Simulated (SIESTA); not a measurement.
Crystal: FeO.

```
Fe O
1.0
     3.07799    0.00000    0.00000
    -0.25762    3.06719    0.00000
    -1.41018   -1.53359    2.26572
Fe O
1 1
Direct
  0.00000 0.00000 0.00000
  0.50000 0.50000 0.00000
```

The cell comes from a database or a generator and needn't be the stable form of this composition.

Program: SIESTA 5.4.2. Alike in all runs: task single point; level PBE; potentials or basis PseudoDojo 0.4 standard (PBE files), DZP (energy shift 0.003 Ry; two zetas on semicore shells); spin collinear, ferromagnetic start; cell as given; k mesh 8 × 8 × 8; smearing fermi-dirac 0.05 eV; grid cutoff 800 Ry; energy shift 0.003 Ry.

Q: Order these runs on this cell by their pressure, lowest first.
A. fixed moment (μB) 4.0
B. fixed moment (μB) 2.0
C. fixed moment (μB) 3.0
D. fixed moment (μB) 1.0

A: D (-25.9 GPa), B (-23.8 GPa), C (-17.4 GPa), A (-8.3 GPa).

Caveats: short orbitals over semicore shells can move pressures by several GPa; the basis of atomic orbitals isn't converged, which shifts pressures, moduli and gaps; the total moment is fixed, so each spin has its own Fermi level; a cell with one magnetic atom can't hold antiferromagnetic order, which such compounds often take; the moment is held away from its start (some runs).
